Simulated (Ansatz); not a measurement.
# Si/ZnS/CoSi2: a contact from a semiconductor to a metal, part 3 of 5

Wanted: barrier heights, local density of states and T(E) for Si/ZnS/CoSi2. The semiconductor is Si diamond(111), undoped, with its far face capped by hydrogen, and the metal is CoSi2 fluorite(111), with ZnS zinc blende(111) between them (whole bilayers). After relaxation the nearest pair at the metal is Si–Zn at 2.45 Å, along the normal. The common net has a side of 3.854 Å, which strains the semiconductor by -0.4 %, the layer between by +0.0 % and the metal by +1.7 %, against typed lattice constants near PBE's. The first steps treat the bulk crystals alone.

Ansatz 0.2.0; PBE DFT, plane waves, PAW files (the session's first sound run).

So far. Step 4 (Relaxing the interfaces): The largest force component on a free atom ends at 0.022 eV/Å. At one or more of this run's solves the program warned of density in the dipole ramp over its bound, where dipole, forces and levels can be off.

### 5. T(E) from the semiconductor into the metal, atomic planes in the barrier 4, gap between the electrodes 8.73 Å

This step: PBE DFT, plane waves, PAW files; ballistic transmission by layer matching between semi-infinite leads (Ansatz 0.2.0).

System of this step: Si/ZnS/CoSi2. The cell holds 52 atoms: 38 Si, 2 S, 2 Zn, 9 Co and 1 H. Cell: a = 3.854 Å, b = 3.854 Å, c = 93.128 Å, α = 90.0°, β = 90.0°, γ = 120.0°. Regions: left electrode, 20 atoms (20 Si); barrier, 4 atoms (2 S and 2 Zn); right electrode, 27 atoms (18 Si and 9 Co). Vacuum lies along c.

The semiconductor is one lead and the metal the other. The lead's open channels mark its band edges against the Fermi level.

input.yaml reads:

```yaml
crystal:
  lattice:
    - [3.854, 0.0, 0.0]
    - [-1.927, 3.3376619062, 0.0]
    - [0.0, 0.0, 93.1276502401]
  atoms:
    - { symbol: Si, position: [0.66666667, 0.33333333, 0.1664382164] }
    - { symbol: Si, position: [0.0, 0.0, 0.1749718122] }
    - { symbol: Si, position: [0.0, 0.0, 0.200397852] }
    - { symbol: Si, position: [0.33333333, 0.66666667, 0.2089314479] }
    - { symbol: Si, position: [0.33333333, 0.66666667, 0.2343574877] }
    - { symbol: Si, position: [0.66666667, 0.33333333, 0.2428910835] }
    - { symbol: Si, position: [0.66666667, 0.33333333, 0.2683171233] }
    - { symbol: Si, position: [0.0, 0.0, 0.2768507192] }
    - { symbol: Si, position: [0.0, 0.0, 0.302276759] }
    - { symbol: Si, position: [0.33333333, 0.66666667, 0.3108103548] }
    - { symbol: Si, position: [0.33333333, 0.66666667, 0.3362363946] }
    - { symbol: Si, position: [0.66666667, 0.33333333, 0.3447699905] }
    - { symbol: Si, position: [0.66666667, 0.33333333, 0.3701960303] }
    - { symbol: Si, position: [0.0, 0.0, 0.3787296261] }
    - { symbol: Si, position: [0.0, 0.0, 0.404155666] }
    - { symbol: Si, position: [0.33333333, 0.66666667, 0.4126892618] }
    - { symbol: Si, position: [0.33333333, 0.66666667, 0.4381153016] }
    - { symbol: Si, position: [0.66666667, 0.33333333, 0.4466488975] }
    - { symbol: Si, position: [0.66666667, 0.33333333, 0.4719750225] }
    - { symbol: Si, position: [0.0, 0.0, 0.4793491043] }
    - { symbol: S, position: [0.0, 0.0, 0.503655145] }
    - { symbol: Zn, position: [0.33333333, 0.66666667, 0.5127202276] }
    - { symbol: S, position: [0.33333333, 0.66666667, 0.5373147343] }
    - { symbol: Zn, position: [0.66666667, 0.33333333, 0.5467731553] }
    - { symbol: Si, position: [0.66666667, 0.33333333, 0.5730705425] }
    - { symbol: Co, position: [0.0, 0.0, 0.5795537331] }
    - { symbol: Si, position: [0.33333333, 0.66666667, 0.5869037323] }
    - { symbol: Si, position: [0.0, 0.0, 0.6038594122] }
    - { symbol: Co, position: [0.33333333, 0.66666667, 0.6118043832] }
    - { symbol: Si, position: [0.66666667, 0.33333333, 0.6197493542] }
    - { symbol: Si, position: [0.33333333, 0.66666667, 0.6367050341] }
    - { symbol: Co, position: [0.66666667, 0.33333333, 0.6446500051] }
    - { symbol: Si, position: [0.0, 0.0, 0.6525949762] }
    - { symbol: Si, position: [0.66666667, 0.33333333, 0.6695506561] }
    - { symbol: Co, position: [0.0, 0.0, 0.6774956271] }
    - { symbol: Si, position: [0.33333333, 0.66666667, 0.6854405981] }
    - { symbol: Si, position: [0.0, 0.0, 0.702396278] }
    - { symbol: Co, position: [0.33333333, 0.66666667, 0.710341249] }
    - { symbol: Si, position: [0.66666667, 0.33333333, 0.71828622] }
    - { symbol: Si, position: [0.33333333, 0.66666667, 0.7352418999] }
    - { symbol: Co, position: [0.66666667, 0.33333333, 0.743186871] }
    - { symbol: Si, position: [0.0, 0.0, 0.751131842] }
    - { symbol: Si, position: [0.66666667, 0.33333333, 0.7680875219] }
    - { symbol: Co, position: [0.0, 0.0, 0.7760324929] }
    - { symbol: Si, position: [0.33333333, 0.66666667, 0.7839774639] }
    - { symbol: Si, position: [0.0, 0.0, 0.8009331438] }
    - { symbol: Co, position: [0.33333333, 0.66666667, 0.8088781148] }
    - { symbol: Si, position: [0.66666667, 0.33333333, 0.8168230859] }
    - { symbol: Si, position: [0.33333333, 0.66666667, 0.8337787658] }
    - { symbol: Co, position: [0.66666667, 0.33333333, 0.8417237368] }
    - { symbol: Si, position: [0.0, 0.0, 0.8496687078] }
    - { symbol: H, position: [0.66666667, 0.33333333, 0.1503312922] }
kpoints:
  mp_grid: { grid: [8, 8, 1] }
scf:
  occupations: { method: fermi_dirac, width: 0.1 }
  max_iter: 150
hamiltonian:
  xc: pbe
efield:
  axis: 3
  dipole_correction: true
output:
  transmission:
    kmesh: [12, 12]
    e_range: [-2.5, 2.5]
    de: 0.05
    leads: [[8, 10], [37, 40]]
  dos: { projected: true, e_range: [-6, 5], de: 0.05 }
  write_potential: true
  write_density: true
  volumetric_format: npy
  elf: true
```

Command:

```
$ ansatz run input.yaml --threads 8 --pin off --max-ram 24576MiB --backend cpu --events-out ev --progress --plain --runs-dir out
```

Numbers of over 12 decimals in the logs are rounded to 6 here.

Output:

```text
[...]
Crystal: 52 atoms, lattice volume = 1197.933 Å³
Basis set: ecut = 420 eV, 23507 PW (Γ)
Bands: 223, of which v1, the nominal top of the filled ones, is band 171 counted from 1 (170 counted from 0)
Symmetry: 6 space group operations
[...]
k-points: 10 of 64 (time reversal used)
[...]
SCF iter   1: F=—  HF=-78767.502123 eV  |F-HF|=—  |Δ(HF+E_count)|=         —  Δρ=5.92e-3  dr2=1.73e1  ethr=1.77e-3  p=-0.067 e·Å  D=-1.02e-2 V/Å  ΔV_dip=0.95 eV  dr2_dipole=6.70e0  V_vac-E_F(+/−)=4.59/3.64 eV  ⟨swp⟩=9.5  Hψ=12275  notcnv=0  defer=94
[...]
SCF iter  14: F=-78767.399827 eV  HF=-78767.399827 eV  |F-HF|=3.20e-8  |Δ(HF+E_count)|=   2.72e-7  Δρ=7.50e-7  dr2=3.71e-8  ethr=2.92e-11  p=-0.053 e·Å  D=-7.95e-3 V/Å  ΔV_dip=0.74 eV  dr2_dipole=1.56e-8  V_vac-E_F(+/−)=4.96/4.22 eV  ⟨swp⟩=18.5  Hψ=8911  notcnv=0
SCF 1 converged in 14 iterations: F = -78767.399827 eV  dr2 = 3.71e-8
[...]
transmission: 138 of 1311 steps passed
transmission: 267 of 1311 steps passed
[...]
transmission: 1311 of 1311 steps passed
WARN: The output density's exchange-correlation potential varies sharply where the density is thin. Do not read a vacuum level from v_tot or v_xc, or from such a field of the output density. On a cell that repeats whose density bears no net charge and no dipole along the vacuum's axis use v_es (v_loc + v_h of the components); under efield.dipole_correction with no amplitude use v_es + v_field, which holds any externa [...]
SCF converged after 14 iterations
Free energy (F): -78767.399827 eV
[...]
Internal energy: -78766.987625 eV  (E = F + TS)
E sigma→0 (E₀):  -78767.193726 eV
Entropy (-TS):   -0.412202 eV (-7.927 meV/atom)
Fermi energy:    5.103836 eV
Dipole field:    D = -0.007878 V/Å  (p = -0.052152 e·Å, saw-weighted, corrected)
Work function:   Φ+ = 4.9547 eV   Φ− = 4.2211 eV
[...]
--- Band table (eV; the first three rows and the last of 10) ---
  k-point 0: bands = [... 167 lower, 6.0979, 6.2175, 6.2973, 6.3469, 6.3469, 6.4053, 6.5360, 6.5495, ... 48 higher]
  k-point 1: bands = [... 167 lower, 5.8446, 5.9881, 6.0560, 6.2594, 6.4228, 6.5105, 6.5539, 6.6096, ... 48 higher]
  k-point 2: bands = [... 167 lower, 5.0405, 5.0687, 5.3516, 5.3918, 5.6712, 5.6821, 5.8224, 5.9640, ... 48 higher]
  k-point 9: bands = [... 167 lower, 4.3765, 4.4949, 4.5796, 4.6299, 4.6457, 4.6710, 4.7155, 5.1599, ... 48 higher]
--- Transmission ---
  basis      : 121 plane waves across, 69 finite elements along
  points     : 19, standing for a mesh of 12 x 12
  energies   : 101 from -2.500000 to 2.500000 eV about the Fermi level, 0.050000 eV apart; the leads are filled to 0.000000 eV, and channels, transmission and decay are at 0.000000 eV
  crystal 0  : Si2, at the sites [8, 10], period 3.1626 Å, over 30.04 Å; its Hamiltonian steps by up to 38.2 meV: too much for a lead, lay more layers or, if its atoms are ordered, name the step of that order
    offset         : up to 0.0000 Å between an atom of the period and one for which it stands
    channels       : 0.000000e0 a spin
    conductance    : none, the energies end too early or step too widely for 300 K: set another output.transmission.e_range or a lower de, or, where they end at an eighth of basis.ecutwfc, a higher one
    slowest decay  : 0.0926 /Å at (0.4167, 0.0000)
  crystal 1  : Si2Co1, at the sites [37, 40], period 3.0588 Å, over 25.49 Å; its Hamiltonian steps by up to 8.1 meV
[...]
channels       : 1.270833e0 a spin
[...]
slowest decay  : 0.0898 /Å at (0.4167, 0.0833)
  junction   : crystal 0 to crystal 1, 29.73 to 64.62 Å
    transmission   : 0.000000e0 a spin
[...]
```

It took 3.8 min on 8 threads of Arm Neoverse V1, shared host; peak memory 9.7 GiB; 28 min of CPU time.

This step gave:

```
free energy                                         : -78767.3998 eV
Fermi energy                                        : 5.104 eV
level to which the leads are filled                 : 0 eV from the Fermi level
transmission at the Fermi level (a spin, zone mean) : 0
channels of the lower lead                          : 0
channels of the upper lead                          : 1.271
potential step in the lower lead                    : 38.2 meV
potential step in the upper lead                    : 8.1 meV
work function, upper face                           : 4.955 eV
work function, lower face                           : 4.221 eV
dipole moment                                       : -0.05215 e·Å
dipole field                                        : -0.007878 V/Å
```

One spin. Table of transmission, zone mean by energy, zero at the Fermi level:

energy (eV), transmission, zone mean and a bar:
```
    -2.50      0.304 #######################
    -2.35      0.128 #########
    -2.25      0.055 ####
    -2.10      0.016 #
    -1.95      0.012 #
    -1.80      0.008 #
    -1.70      0.009 #
    -1.55      0.008 #
    -1.40      0.005 
    -1.30      0.003 
    -1.15      0.002 
    -1.00      0.002 
    -0.90      0.001 
    -0.75      0.001 
    -0.60      0.000 
    -0.45      0.000 
    -0.35      0.000 
    -0.20      0.000 
    -0.05      0.000 
     0.00      0.000 
     0.05      0.000 
     0.20      0.000 
     0.35      0.000 
     0.45      0.001 
     0.60      0.000 
     0.75      0.003 
     0.90      0.005 
     1.00      0.005 
     1.15      0.040 ###
     1.30      0.098 #######
     1.40      0.050 ####
     1.55      0.063 #####
     1.70      0.112 ########
     1.80      0.180 #############
     1.95      0.227 #################
     2.10      0.223 #################
     2.25      0.349 ##########################
     2.35      0.322 ########################
     2.50      0.405 ##############################
```

One spin. Table of open channels, zone mean by energy, zero at the Fermi level:

```csv
energy (eV),lower lead,upper lead
-2.400,1.63,1.06
-2.200,1.59,1.44
-2.000,1.47,1.55
-1.800,1.34,1.92
-1.600,1.02,1.96
-1.400,0.729,1.32
-1.200,0.562,1.72
-1.000,0.312,1.63
-0.800,0.188,1.67
-0.600,0.146,1.94
-0.400,0,1.79
-0.200,0,1.60
0.000,0,1.27
0.200,0.0417,1.15
0.400,0.208,0.979
0.600,0.333,0.903
0.800,0.667,0.681
1.000,0.833,0.597
1.200,1.07,0.597
1.400,1.40,0.528
1.600,1.99,0.965
1.800,2.15,0.924
2.000,2.28,1.30
2.200,2.03,1.63
2.400,1.83,1.92
```

Projected DOS an atom over height of the atomic layer and energy from the Fermi level. Layers: H Si Si Si Si Si Si Si Si Si Si Si Si Si Si Si Si Si Si Si Si S Zn S Zn Si Co Si Si Co Si Si Co Si Si Co Si Si Co Si Si Co Si Si Co Si Si Co Si Si Co Si; projections on atoms miss part of the total, and the computed bands can run out at the top of the range; a column is the mean of 4 neighbouring layers, the last of those left over.

Ten even steps from '0' (0.00 states/eV) to '9' (2.30 states/eV), each cell a mean:
```
0000000000000
1111101111111
1111101222222
2332211111111
2222211111111
2222211222221
1222210111111
0111210000001
0000111000001
0000001111111
0000002121123
0000003243343
0110004363365
1222105595594
2222213342243
2232322232232
2233321232232
2222232344443
2222232222221
1111121111111
0000131111111
0000011111110
```
Columns: height of the atomic layer (Å) from 16.1 to 77.8 (not evenly spaced); rows upwards: energy from the Fermi level (eV) from -6 to 5.

ELF in the ca plane at fractional y = 0.333, with atoms of Si and Zn and Co and H within 0.2 Å of it. It is the smooth field of the valence electrons, not physical close to the nuclei.

Values, 6 rows by 16 columns, each cell a mean:
```
0.11 0.27 0.12 0.11 0.26 0.16 0.40 0.63 0.62 0.27 0.24 0.60 0.56 0.42 0.26 0.38
0.05 0.03 0.02 0.04 0.14 0.02 0.47 0.56 0.36 0.14 0.10 0.40 0.38 0.45 0.73 0.40
0.06 0.06 0.04 0.05 0.15 0.06 0.47 0.56 0.45 0.16 0.12 0.48 0.42 0.44 0.56 0.37
0.16 0.39 0.16 0.17 0.39 0.21 0.32 0.58 0.61 0.34 0.33 0.56 0.54 0.43 0.32 0.41
0.35 0.65 0.23 0.31 0.68 0.36 0.08 0.27 0.41 0.55 0.58 0.40 0.31 0.39 0.62 0.44
0.31 0.61 0.23 0.28 0.64 0.32 0.13 0.34 0.44 0.50 0.54 0.43 0.36 0.41 0.58 0.45
```
Columns run along c (16.0 Å, from fractional 0.49 to 0.66 of the cell), rows up along a (3.9 Å). Atoms in or near the plane, at fractional coordinates: Zn at (0.55, 0.67), Si at (0.57, 0.67), Si at (0.62, 0.67), Co at (0.64, 0.67).

Electrostatic potential energy in the ca plane at fractional y = 0.333, with atoms of Si and Zn and Co and H within 0.2 Å of it. With pseudopotentials it is smooth inside the atoms' cores, unlike the true potential.

Ten even steps from '0' (-48 eV) to '9' (8 eV), each cell a mean:
```
78999999999999999988899998889999999988889998
25899999999999999744579863358999999863258974
01689999999999998521258730016999999730017850
01689999999999998421258730016999999720016840
14799999999999999643479862148999999852158973
78899999999999999987899987789999999987789998
99999999999999999999999999999999999999999999
98899999888999999999999999988889988899999989
98889999888999999999999999988889988899999989
98999999999999999999999999999999999999999999
```
Columns run along c (16.0 Å, from fractional 0.47 to 0.65 of the cell; values clipped at the 3rd and 97th percentile), rows up along a (3.9 Å). Atoms in or near the plane, at fractional coordinates: Zn at (0.55, 0.67), Si at (0.57, 0.67), Si at (0.62, 0.67), Co at (0.64, 0.67).

Valence density in the ca plane at fractional y = 0.333, with atoms of Si and Zn and Co and H within 0.2 Å of it. It is the smooth field of the valence electrons, not physical close to the nuclei.

Ten steps, logarithmic in the rise over the least value, from '0' (0.0 e/Å³) to '9' (1.2 e/Å³), each cell a mean:
```
00000000000000000023455677765434556554345677
00000000000000000135777777765333344433335677
00000000000000000247998756765322233322234676
00000000000000000247998755765322233322234676
00000000000000000135777777765322334433235677
00000000000000000123456677765434455544345677
00000000000000000011234567765445667765445667
00000000000000000000123456665555678776555666
00000000000000000000123456665555678776555666
00000000000000000001234566665445677765445666
```
Columns run along c (16.0 Å, from fractional 0.07 to 0.24 of the cell), rows up along a (3.9 Å). Atoms in or near the plane, at fractional coordinates: Si at (0.17, 0.67), Si at (0.24, 0.67), H at (0.15, 0.67).

The semiconductor's channels close between -0.45 and +0.15 eV. In the worse lead the potential repeats within 38 meV, which the program flags as too much for a lead, so the lead is short or a field runs through it.

[end of part 3 of 5]

[Logs are printed without paths, hosts, clocks, repeated set-up lines and the standing remarks that a program may print on its own settings, such as how far it seeks lower states.]

[Hosts, paths, dates, database ids (printed as entryN), source tags and the programs' standing remarks are cut or masked in the printed files.]
